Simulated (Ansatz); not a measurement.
## Hf: pressure against volume per atom

Results calculated with Ansatz 0.2.0, not measured. Periodic Kohn-Sham DFT of a crystal at fixed atoms; pressure and stress are positive in compression; the energy is the free energy less that of spherical unpolarised free atoms; site moments are those in the method's own spheres, positive along +z.

Cell of the first row (space group Im-3m, No. 229):
```
CELL_PARAMETERS angstrom
-1.73750 1.73750 1.73750
1.73750 -1.73750 1.73750
1.73750 1.73750 -1.73750
ATOMIC_POSITIONS crystal
Hf 0.00000 0.00000 0.00000
```

Settings of every row: method frozen-core PAW; functional LDA; relativity scalar; k mesh 14x14x14; filling fermi-dirac; smearing width 0.05 eV; wave cutoff 420 eV; paw set soft_2.

Atom start moment: 0 on all atoms.

Limits: PAW files made with PBE; no spin-orbit coupling on heavy atoms; the cell comes from a prototype or a list of computed structures and needn't be the stable phase.

```
row  volume per atom (Å³)  pressure (GPa)
  1                20.982          -3.065
  2                21.535          -5.645
  3                22.087               ?
  4                22.639          -9.941
  5                23.191         -11.722
```

Question: what pressure should row 3 give?

Worked fit of pressure. Take u = (V_r/V)^(2/3) − 1 with V_r = 22.087 Å³ an atom, which is twice the finite (Eulerian) strain; such expansions in the strain, on which the Birch-Murnaghan equation of state is built, carry the rest volume and the bulk modulus. The shown rows have u = 0.03481, 0.01702, -0.01632, -0.03199. Least squares give pressure = −7.9252 + 128.696 × u + 313.47 × u² GPa; a straight line predicts inner rows, each left out in turn, worse (root mean square 0.2 against 0.0026 GPa). The rows lie off it by 0.000, -0.001, 0.001, -0.001. The withheld row has u = 0, so the fit gives −7.9252 + 128.696 × (0) + 313.47 × (0)² = -7.925 GPa.

The calculation gave -7.927 GPa. The fit lies 0.002 GPa (0.023 % of the column's range) above it; its largest miss of a shown row is 0.001 GPa.
